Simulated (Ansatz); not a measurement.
# LiF: from a guess to a relaxed structure

Where does this trial cell of LiF go when cell and atoms are let free?

Computed with Ansatz 0.2.0 (DFT PBE, scalar-relativistic, plane waves, PAW, unless a step's input says otherwise).

**1. The structure to begin with**

It takes space group P3_212 (No. 153, trigonal). The conventional cell has a = 3.064 Å, b = 3.064 Å, c = 5.008 Å, α = 90.00°, β = 90.00°, γ = 120.00°. Around Li (site symmetry 2) lie 5 F at 1.72 to 1.88 Å. F (site symmetry 2) has 5 Li at 1.72 to 1.88 Å as nearest neighbours.

Structure file:

```cif
data_structure
_symmetry_space_group_name_H-M 'P3_212'
_symmetry_Int_Tables_number 153
_cell_length_a 3.0639
_cell_length_b 3.0639
_cell_length_c 5.0085
_cell_angle_alpha 90.000
_cell_angle_beta 90.000
_cell_angle_gamma 120.000
_cell_volume 40.72
loop_
_atom_site_label
_atom_site_type_symbol
_atom_site_symmetry_multiplicity
_atom_site_Wyckoff_symbol
_atom_site_fract_x
_atom_site_fract_y
_atom_site_fract_z
_atom_site_occupancy
Li1 Li 3 a 0.16208 0.83792 0.66667 1
F1 F 3 a 0.83792 0.16208 0.66667 1
```

A structure generator made this guess: 5-connected net, two elements alternating (P3_212, No. 153). The dimensions are guesses.

**2. Probe: one point on a coarse mesh**

The input, input.yaml:

```yaml
crystal:
  lattice:
    - [3.06394647, 0.0, 0.0]
    - [-1.53197323, 2.65345548, 0.0]
    - [0.0, 0.0, 5.00849205]
  atoms:
    - { symbol: Li, position: [0.16207985, 0.83792015, 0.66666667] }
    - { symbol: Li, position: [0.16207985, 0.3241597, 0.33333333] }
    - { symbol: Li, position: [0.6758403, 0.83792015, 0.0] }
    - { symbol: F, position: [0.83792015, 0.16207985, 0.66666667] }
    - { symbol: F, position: [0.83792015, 0.6758403, 0.33333333] }
    - { symbol: F, position: [0.3241597, 0.16207985, 0.0] }
basis:
  ecutwfc: 420
kpoints:
  mp_grid: { grid: [6, 6, 4] }
hamiltonian:
  xc: pbe
scf:
  occupations: { method: gaussian, width: 0.1 }
  lower_state_search: "off"
output:
  forces: true
  stress: true
  eigenvalues: true
```

Started as:

```sh
$ ansatz run input.yaml --threads 1 --pin off --max-ram 2560MiB --backend cpu --events-out ev --progress --plain --runs-dir out
```

The session goes on with these runs: a loose first relaxation; full relaxation.

Q: Predict the outcome of this session. Wanted: conventional cell; volume; energy over the elements; gap on the mesh.

As calculated:

```
                                                              quantity                                                                       value
                                symmetry at the end (tolerance 0.02 Å)                                                space group P3_212 (No. 153)
                                                     conventional cell  a = 3.137 Å, b = 3.137 Å, c = 8.567 Å, α = 90.00°, β = 90.00°, γ = 120.00°
                                                                volume                                                               12.16 Å³/atom
energy over the elements (uncorrected; H, N, O, F and Cl as molecules)                                                               -2.84 eV/atom
                                                       gap on the mesh                                                                     6.71 eV
```

In words: The space group P3_212 (No. 153) is kept, and the volume per atom grows by 79.2 % from the first guess. It lies below the elements, which doesn't yet make it stable: competing phases were not computed in this session. No finished test with a distortion of lower symmetry is shown, so the end may be a saddle point.
